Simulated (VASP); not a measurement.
# Pt in VASP: relaxation of the atoms with PBE+D3(BJ)

Aim: the relaxation of the atoms of Pt with PBE+D3(BJ).

All numbers are computed with VASP 6.6.1; they aren't measurements. Logs are shortened: lines on timing, memory, paths and dates and some standing lists are left out, and cuts for length are marked.

### 1 The slab as given

The cell holds a slab with vacuum, 12 atoms: a = 5.544 Å, b = 5.544 Å, c = 21.026 Å, α = 90.00°, β = 90.00°, γ = 60.00°.

The cell was built by a generator and needn't be a form met in nature.

### 2 Relaxation of the atoms, PBE+D3(BJ)

Input file INCAR:

```
SYSTEM = Pt
PREC     = Accurate       ! precision mode
ENCUT    = 400            ! plane-wave cutoff, eV
EDIFF    = 1E-6           ! SCF threshold, eV
ISMEAR   = 1              ! smearing method
SIGMA    = 0.1            ! smearing width, eV
LREAL    = Auto         
LASPH    = .TRUE.         ! aspherical terms in the spheres
NELM     = 60             ! most SCF steps
ALGO     = Fast           ! electronic algorithm
ISIF     = 2              ! what is computed and relaxed
LWAVE    = .FALSE.        ! write WAVECAR
LCHARG   = .FALSE.        ! write CHGCAR
GGA      = PE             ! functional
IVDW     = 12             ! dispersion correction
IBRION   = 2              ! ionic algorithm
NSW      = 120            ! ionic steps
EDIFFG   = -0.03          ! ionic threshold
ISYM     = 0            
KPAR     = 4
```

Input file KPOINTS:

```
Automatic mesh
0
G
  6 6 1
  0 0 0
```

Input file POSCAR:

```
Pt
1.0
    5.5437171645      0.0000000000      0.0000000000
    2.7718585823      4.8009998959      0.0000000000
    0.0000000000      0.0000000000     21.0264261104
Pt
12
Selective dynamics
Direct
    0.1666666667      0.1666666667      0.1188979994  F F F
    0.6666666667      0.1666666667      0.1188979994  F F F
    0.1666666667      0.6666666667      0.1188979994  F F F
    0.6666666667      0.6666666667      0.1188979994  F F F
    0.8333333333      0.3333333333      0.2265346013  F F F
    0.3333333333      0.3333333333      0.2265346013  F F F
    0.8333333333      0.8333333333      0.2265346013  F F F
    0.3333333333      0.8333333333      0.2265346013  F F F
    0.0000000000      0.0000000000      0.3341712031  T T T
    0.5000000000      0.0000000000      0.3341712031  T T T
    0.0000000000      0.5000000000      0.3341712031  T T T
    0.5000000000      0.5000000000      0.3341712031  T T T
```

Potentials or basis: VASP PAW PBE potentials, release 64 (Pt).

Started as:

```sh
> cat potpaw_PBE.64/Pt/POTCAR > POTCAR
> mpirun -np 4 vasp_std > vasp.out
```

OUTCAR:

```text
SYSTEM = Pt
   PREC = Accurate
   ENCUT = 400
   EDIFF = 1E-6
   ISMEAR = 1
   LREAL = Auto
   LASPH = .TRUE.
   NELM = 60
   ISIF = 2
   GGA = PE
   IVDW = 12
   IBRION = 2
   NSW = 120
   EDIFFG = -0.03
   ISYM = 0
 IVDW          = 12

 ion  position               nearest neighbor table
   1  0.167  0.167  0.119-   2 2.77   2 2.77   4 2.77   4 2.77   3 2.77   3 2.77   6 2.77   5 2.77
                             8 2.77
   2  0.667  0.167  0.119-   1 2.77   1 2.77   3 2.77   3 2.77   4 2.77   4 2.77   5 2.77   6 2.77
                             7 2.77
   3  0.167  0.667  0.119-   4 2.77   4 2.77   2 2.77   2 2.77   1 2.77   1 2.77   8 2.77   7 2.77
                             6 2.77
   4  0.667  0.667  0.119-   3 2.77   3 2.77   1 2.77   1 2.77   2 2.77   2 2.77   7 2.77   8 2.77
                             5 2.77
   5  0.833  0.333  0.227-  12 2.77   9 2.77  11 2.77   6 2.77   6 2.77   8 2.77   8 2.77   7 2.77
                             7 2.77   2 2.77   1 2.77   4 2.77
   6  0.333  0.333  0.227-  11 2.77  10 2.77  12 2.77   5 2.77   5 2.77   7 2.77   7 2.77   8 2.77
                             8 2.77   1 2.77   2 2.77   3 2.77
   7  0.833  0.833  0.227-  10 2.77  11 2.77   9 2.77   8 2.77   8 2.77   6 2.77   6 2.77   5 2.77
                             5 2.77   4 2.77   3 2.77   2 2.77
   8  0.333  0.833  0.227-   9 2.77  12 2.77  10 2.77   7 2.77   7 2.77   5 2.77   5 2.77   6 2.77
                             6 2.77   3 2.77   4 2.77   1 2.77
   9  0.000  0.000  0.334-   8 2.77   5 2.77   7 2.77  10 2.77  10 2.77  12 2.77  12 2.77  11 2.77
                            11 2.77
  10  0.500  0.000  0.334-   7 2.77   6 2.77   8 2.77   9 2.77   9 2.77  11 2.77  11 2.77  12 2.77
                            12 2.77
  11  0.000  0.500  0.334-   6 2.77   7 2.77   5 2.77  12 2.77  12 2.77  10 2.77  10 2.77   9 2.77
                             9 2.77
  12  0.500  0.500  0.334-   5 2.77   8 2.77   6 2.77  11 2.77  11 2.77   9 2.77   9 2.77  10 2.77
                            10 2.77

IMPORTANT INFORMATION: All symmetrisations will be switched off!
NOSYMM: (Re-)initialisation of all symmetry stuff for point group C_1.

----------------------------------------------------------------------------------------

                                     Primitive cell

  volume of cell :     559.6264

  direct lattice vectors                    reciprocal lattice vectors
     5.543717165  0.000000000  0.000000000     0.180384383 -0.104144972  0.000000000
     2.771858582  4.800999896  0.000000000     0.000000000  0.208289944  0.000000000
     0.000000000  0.000000000 21.026426110     0.000000000  0.000000000  0.047559200

  length of vectors
     5.543717165  5.543717165 21.026426110     0.208289944  0.208289944  0.047559200

  position of ions in fractional coordinates (direct lattice)
     0.166666667  0.166666667  0.118897999
     0.666666667  0.166666667  0.118897999
     0.166666667  0.666666667  0.118897999
     0.666666667  0.666666667  0.118897999
     0.833333333  0.333333333  0.226534601
     0.333333333  0.333333333  0.226534601
     0.833333333  0.833333333  0.226534601
     0.333333333  0.833333333  0.226534601
     0.000000000  0.000000000  0.334171203
     0.500000000  0.000000000  0.334171203
     0.000000000  0.500000000  0.334171203
     0.500000000  0.500000000  0.334171203

  ion indices of the primitive-cell ions
   primitive index   ion index
                 1           1
                 2           2
                 3           3
                 4           4
                 5           5
                 6           6
                 7           7
                 8           8
                 9           9
                10          10
                11          11
                12          12

----------------------------------------------------------------------------------------

 KPOINTS: Automatic mesh

Automatic generation of k-mesh.
 Grid dimensions read from file:
 generate k-points for:    6    6    1

 Generating k-lattice:

  Cartesian coordinates                     Fractional coordinates (reciprocal lattice)
     0.030064064 -0.017357495  0.000000000     0.166666667  0.000000000  0.000000000
     0.000000000  0.034714991  0.000000000     0.000000000  0.166666667  0.000000000
     0.000000000  0.000000000  0.047559200     0.000000000  0.000000000  1.000000000

  Length of vectors
     0.034714991  0.034714991  0.047559200

  Shift w.r.t. Gamma in fractional coordinates (k-lattice)
     0.000000000  0.000000000  0.000000000

 Subroutine IBZKPT returns following result:
 ===========================================

 Found     20 irreducible k-points:

 Following reciprocal coordinates:
            Coordinates               Weight
  0.000000  0.000000  0.000000      1.000000
  0.166667  0.000000  0.000000      2.000000
  0.166667  0.166667  0.000000      2.000000
  0.000000  0.166667  0.000000      2.000000
  0.333333  0.000000  0.000000      2.000000
  0.333333  0.333333  0.000000      2.000000
[... 12 lines left out ...]
  0.500000 -0.333333  0.000000      2.000000
 -0.333333  0.333333  0.000000      2.000000
   k-points           NKPTS =     20   k-points in BZ     NKDIM =     20   number of bands    NBANDS=     72
   number of dos      NEDOS =    301   number of ions     NIONS =     12
   total plane-waves  NPLWV = 181440
   dimension x,y,z NGX =    36 NGY =   36 NGZ =  140
   dimension x,y,z NGXF=    72 NGYF=   72 NGZF=  280
   ions per type =              12
   NGX,Y,Z   is equivalent  to a cutoff of  10.80, 10.80, 11.07 a.u.
   NGXF,Y,Z  is equivalent  to a cutoff of  21.59, 21.59, 22.14 a.u.
 SYSTEM =  Pt
   PREC   = accura    normal or accurate (medium, high low for compatibility)
   ISTART =      0    job   : 0-new  1-cont  2-samecut
   ICHARG =      2    charge: 1-file 2-atom 10-const
   ISPIN  =      1    spin polarized calculation?
   LNONCOLLINEAR =      F non collinear calculations
   LSORBIT =      F    spin-orbit coupling
   LASPH  =      T    aspherical Exc in radial PAW
   ENCUT  =  400.0 eV  29.40 Ry    5.42 a.u.   9.04  9.04 34.29*2*pi/ulx,y,z
   NELM   =     60;   NELMIN=  2; NELMDL= -5     # of ELM steps
   EDIFF  = 0.1E-05   stopping-criterion for ELM
   LREAL  =      T    real-space projection
   EDIFFG = -.3E-01   stopping-criterion for IOM
   NSW    =    120    number of steps for IOM
   IBRION =      2    ionic relax: 0-MD 1-quasi-New 2-CG
   NFREE  =      1    steps in history (QN), initial steepest desc. (CG)
   ISIF   =      2    stress and relaxation
   ISYM   =      0    0-nonsym 1-usesym 2-fastsym
   POTIM  = 0.5000    time-step for ionic-motion
   TEBEG  =    0.0;   TEEND  =   0.0 temperature during run
   PSTRESS=    0.0 pullay stress
   NELECT =     120.0000    total number of electrons
   NUPDOWN=      -1.0000    fix difference up-down
   EMIN   =  10.00;   EMAX   =-10.00  energy-range for DOS
   EFERMI =   0.00;   METHOD = LEGACY
   ISMEAR =     1;   SIGMA  =   0.10  broadening in eV -4-tet -1-fermi 0-gaus
   EFERMI_NEDOS =   21; number of points for ismear=-14 and -15
   IALGO  =     68    algorithm
   IMIX   =      4    mixing-type and parameters
     AMIX     =   0.40;   BMIX     =  1.00
     AMIX_MAG =   1.60;   BMIX_MAG =  1.00
  volume/ion in A,a.u.               =      46.64       314.71
  Fermi-wavevector in a.u.,A,eV,Ry     =   0.979872  1.851689 13.063612  0.960148
  Thomas-Fermi vector in A             =   2.110758
   LORBIT       =      0    0 simple, 1 ext, 2 COOP (PROOUT), +10 PAW based schemes
   GGA     = PE    functional components
   LHFCALC =     F    Hartree Fock is set to
   AEXX    =    0.0000 exact exchange contribution
   IVDW    =    12    specifies the selected vdW correction
   LEPSILON=     F    determine dielectric tensor
   LRPA    =     F    only Hartree local field effects (RPA)
 conjugate gradient relaxation of ions
 non-spin polarized calculation
 RMM-DIIS sequential band-by-band and
 Methfessel and Paxton  Order N= 1 SIGMA  =   0.10
  energy-cutoff  :      400.00
  volume of cell :      559.63
 maximum number of plane-waves:     10245
   NGX = 19   NGY = 19   NGZ = 69

--------------------------------------- Ionic step        1  -------------------------------------------

 number of electron     120.0000003 magnetization

 Free energy of the ion-electron system (eV)
  ---------------------------------------------------
  ext. energy  EPLUGINS =         0.00000000
  ---------------------------------------------------
  free energy    TOTEN  =       -68.17811519 eV

  energy without entropy =      -68.17207195  energy(sigma->0) =      -68.17610078

------------------------ aborting loop because EDIFF is reached ----------------------------------------

 Edisp (eV)   -6.21082

 E8    (eV) :    -2.9787

  FORCE on cell =-STRESS in cart. coord.  units (eV):
  Direction    XX          YY          ZZ          XY          YZ          ZX
  --------------------------------------------------------------------------------------
  -------------------------------------------------------------------------------------
  Total     -15.10745   -15.10741     5.75586    -0.00004     0.00000    -0.00000
  in kB     -43.25172   -43.25161    16.47870    -0.00010     0.00000    -0.00000
  external pressure =      -23.34 kB  Pullay stress =        0.00 kB
[... 181 lines left out ...]
  energy  without entropy=      -74.4082705556  energy(sigma->0) =      -74.41365843

--------------------------------------- Ionic step        5  -------------------------------------------

 number of electron     120.0000015 magnetization

 Free energy of the ion-electron system (eV)
  ---------------------------------------------------
  ext. energy  EPLUGINS =         0.00000000
  ---------------------------------------------------
  free energy    TOTEN  =       -68.24823197 eV

  energy without entropy =      -68.24068925  energy(sigma->0) =      -68.24571773

 E-fermi :  -0.3601     XC(G=0):  -5.2291

 val. band max:       -0.3614629053   @ k =   0.1667   0.1667   0.0000
 cond. band min:      -0.3516508085   @ k =   0.0000   0.0000   0.0000
 fundamental gap:      0.0098120967
 Fermi energy:        -0.3601193871

 k-point     1 :       0.0000    0.0000    0.0000
  band No.  band energies     occupation
      1      -9.5101      2.00000
      2      -7.7292      2.00000
      3      -7.2854      2.00000
      4      -6.8997      2.00000
      5      -6.8997      2.00000
      6      -6.8997      2.00000
[... 1532 lines left out ...]
  FREE ENERGIE OF THE ION-ELECTRON SYSTEM (eV)
  ---------------------------------------------------
  free  energy   TOTEN  =       -74.4223018691 eV

  energy  without entropy=      -74.4147591472  energy(sigma->0) =      -74.41978763

 reached required accuracy - stopping structural energy minimisation
```

Run time: 11 min. Hardware: 4 MPI ranks of Intel Xeon Platinum 8488C (Sapphire Rapids), shared host; peak memory 0.7 GiB.

What came out:

- Free energy: -74.4223 eV
- Energy gained by relaxing: 2.8 meV/atom
- Ionic steps: 5
- Band gap on the k mesh: none (metal or under the smearing width)
- Dispersion energy per atom: -0.515 eV

Step by step:
| step | energy change (eV) | largest force (eV/Å) | pressure (GPa) |
| --- | --- | --- | --- |
| 1 | 0.0000 | 0.3315 | -2.33 |
| 2 | -0.0180 | 0.3300 | -2.54 |
| 3 | -0.0302 | 0.3307 | -2.77 |
| 4 | -0.0274 | 0.4664 | -3.22 |
| 5 | -0.0334 | 0.3340 | -2.97 |

Final structure:
```cif
data_structure
_symmetry_space_group_name_H-M 'P 1'
_symmetry_Int_Tables_number 1
_cell_length_a 5.5437
_cell_length_b 5.5437
_cell_length_c 21.0264
_cell_angle_alpha 90.000
_cell_angle_beta 90.000
_cell_angle_gamma 60.000
_cell_volume 559.63
loop_
_atom_site_label
_atom_site_type_symbol
_atom_site_fract_x
_atom_site_fract_y
_atom_site_fract_z
_atom_site_occupancy
Pt1 Pt 0.16667 0.16667 0.11890 1
Pt2 Pt 0.66667 0.16667 0.11890 1
Pt3 Pt 0.16667 0.66667 0.11890 1
Pt4 Pt 0.66667 0.66667 0.11890 1
Pt5 Pt 0.83333 0.33333 0.22653 1
Pt6 Pt 0.33333 0.33333 0.22653 1
Pt7 Pt 0.83333 0.83333 0.22653 1
Pt8 Pt 0.33333 0.83333 0.22653 1
Pt9 Pt 0.00000 0.00000 0.33658 1
Pt10 Pt 0.50000 0.00000 0.33658 1
Pt11 Pt 0.00000 0.50000 0.33658 1
Pt12 Pt 0.50000 0.50000 0.33658 1
```

Levels at points of the mesh, in eV from the Fermi level:
```tsv
k point	band 56	band 57	band 58	band 59	band 60	band 61	band 62	band 63	band 64	band 65
(0.00, 0.00, 0.00)	0.21	0.21	0.60	0.60	0.60	0.67	0.67	0.67	0.83	1.21
(0.50, 0.00, 0.00)	-0.74	-0.61	-0.61	-0.11	-0.11	0.04	0.04	0.29	0.29	1.75
(0.50, 0.50, 0.00)	-0.74	-0.61	-0.61	-0.11	-0.11	0.04	0.04	0.29	0.29	1.75
(0.00, 0.50, 0.00)	-0.74	-0.61	-0.61	-0.11	-0.11	0.04	0.04	0.29	0.29	1.75
```

The run has no spin-orbit coupling, so splittings on Pt are missing.
